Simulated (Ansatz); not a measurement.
Sn:

```xyz
1
Lattice="-1.8947 1.8947 1.8947 1.8947 -1.8947 1.8947 1.8947 1.8947 -1.8947" Properties=species:S:1:pos:R:3 pbc="T T T"
Sn    0.0000    0.0000    0.0000
```

This isn't the form of Sn at room conditions, which is tetragonal (white tin).

- Program: Ansatz 0.2.0
- Task: relaxation of cell and atoms
- Functional: RPBE
- Dispersion: D4
- Potentials or basis: Ansatz PAW
- Cutoff: 420 eV (not typed: the program's choice for these potentials)
- k mesh: 10 × 10 × 10
- Occupations: fermi-dirac, width 0.05 eV
- Spin: no spin polarisation

At the start: volume 27.20 Å³/atom.

**Question.** Where does the relaxation end?

**Answer.** It ends after 3 steps and the volume is 26.03 Å³/atom (-4.3 %); space group Im-3m (No. 229, to 0.05 Å).

The path:
| step | energy change (eV) | largest force (eV/Å) | volume (Å³) |
| --- | --- | --- | --- |
| 1 | 0.0000 | 0.0000 | 27.20 |
| 2 | -0.0080 | 0.0000 | 26.03 |
| 3 | -0.0078 | 0.0000 | 26.03 |

Final structure:
```yaml
crystal:
  lattice:
    - [-1.86690, 1.86690, 1.86690]
    - [1.86690, -1.86690, 1.86690]
    - [1.86690, 1.86690, -1.86690]
  atoms:
    - { symbol: Sn, position: [0.00000, 0.00000, 0.00000] }
```

Caveat: the plane-wave basis is chosen anew once the cell has moved, so the energies of steps on either side of that aren't comparable; pairwise dispersion overbinds metals, which lowers pressure and volume; the PAW data sets come from PBE, with cores solved anew for the run's functional, which leaves a small shift of forces and pressure.
